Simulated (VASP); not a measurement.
Write the native input for VASP 6.6.1 that does the following.

```yaml
Task: single point
Functional: LDA
Potentials_or_basis: VASP PAW LDA potentials, release 64 (Si)
Cutoff: 520 eV
k_mesh: 12 × 10 × 10
Occupations: gaussian, width 0.1 eV
Spin: no spin polarisation
Dipole_correction: no
Further_INCAR_settings: ALGO = Fast; EDIFF = 1e-06; NBANDS = 16
```

The structure of Si lies in POSCAR:

```
Si
1.0
    3.4403964115      0.0000000000      0.0000000000
    0.0000000000      4.8654552651      0.0000000000
    0.0000000000      0.0000000000      4.3305869428
Si
4
Direct
    0.0000000000      0.0000000000      0.0000000000
    0.5000000000      0.5000000000      0.5000000000
    0.0000000000      0.2500000000      0.5000000000
    0.5000000000      0.7500000000      0.0000000000
```

This isn't the form of Si at room conditions, which is diamond.

These files were run (other wordings do the same):

INCAR

```
PREC = Accurate
ENCUT = 520
EDIFF = 1E-6
ISMEAR = 0
SIGMA = 0.1
LREAL = F
LASPH = T
NELM = 100
ALGO = Fast
ISIF = 2
LWAVE = F
LCHARG = F
NBANDS = 16
```

KPOINTS

```
regular mesh
0
Gamma
  12 10 10
```

Potentials or basis: VASP PAW LDA potentials, release 64 (Si).

Launch:

```sh
$ cat potpaw_LDA.64/Si/POTCAR > POTCAR
$ mpirun -np 1 vasp_std > vasp.out
```

It gave:

```json
{
  "Pressure": "14.7 GPa",
  "Largest force": "3.517 eV/Å",
  "Band gap on the k mesh": "none (metal or under the smearing width)"
}
```

Caveat: forces of over 1 eV/Å show positions far from the minimum, so gaps and moduli don't describe the material at rest.

Wall time 2.1 min on 1 thread of Intel(R) Xeon(R) 6975P-C (Granite Rapids) (shared host), peak memory 0.3 GiB.
